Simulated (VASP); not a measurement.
Here is a VASP 6.6.1 calculation.

The input run.py:

```python
from ase import Atoms
from ase.calculators.vasp import Vasp
from ase.dft.dos import DOS

atoms = Atoms(
    ['Sn', 'Sn', 'O', 'O'],
    cell=[[3.81369522, 0.0, 0.0], [0.0, 3.81369522, 0.0], [0.0, 0.0, 4.8869133]],
    scaled_positions=[[0.5, 0.0, 0.76462614], [0.0, 0.5, 0.23537386], [0.0, 0.0, 0.0], [0.5, 0.5, 0.0]],
    pbc=True,
)
calc = Vasp(
    directory='calc',
    xc='lda',
    pp='LDA',
    setups={'base': 'minimal', 'Sn': '_d', 'O': '_h'},
    prec='Accurate',
    encut=900,
    ediff=1e-06,
    ismear=-5,
    sigma=0.05,
    lreal=False,
    lasph=True,
    nelm=80,
    algo='Fast',
    isif=2,
    lwave=False,
    lcharg=False,
    lorbit=11,
    kpts=[7, 7, 6],
    gamma=True,
    nbands=28,
)
atoms.calc = calc

print('energy (eV):', atoms.get_potential_energy())
print('free energy (eV):', atoms.get_potential_energy(force_consistent=True))
print('forces (eV/A):')
print(atoms.get_forces())
print('stress (eV/A^3, Voigt):', atoms.get_stress())
print('Fermi level (eV):', calc.get_fermi_level())
dos = DOS(calc, width=0.2, window=(-10, 10), npts=201)
print('E - E_F (eV), DOS (1/eV)')
for e, g in zip(dos.get_energies(), dos.get_dos()):
    print(f'{e:8.3f} {g:10.4f}')
```

Potentials or basis: VASP PAW LDA potentials, release 64 (Sn_d, O_h).

Run with:

```console
$ python run.py
```

Estimate the band gap on the k mesh.

0.44 eV, indirect (least direct gap 1.97 eV).

What does it give for the largest force?

0.139 eV/Å.

What does it give for the pressure?

-3.2 GPa.

Stress tensor (GPa, compression positive):
```
-3.37  0.00  0.00
 0.00 -3.37  0.00
 0.00  0.00 -2.85
```

Caveat: the cutoff is under 1.25 times the usual one of these potentials, so pressure, stress and relaxed cells hold a basis-set (Pulay) error; spin-orbit coupling is left out, which moves the levels of the heavy elements; an odd mesh through Γ misses points on the zone boundary, where band edges often lie.
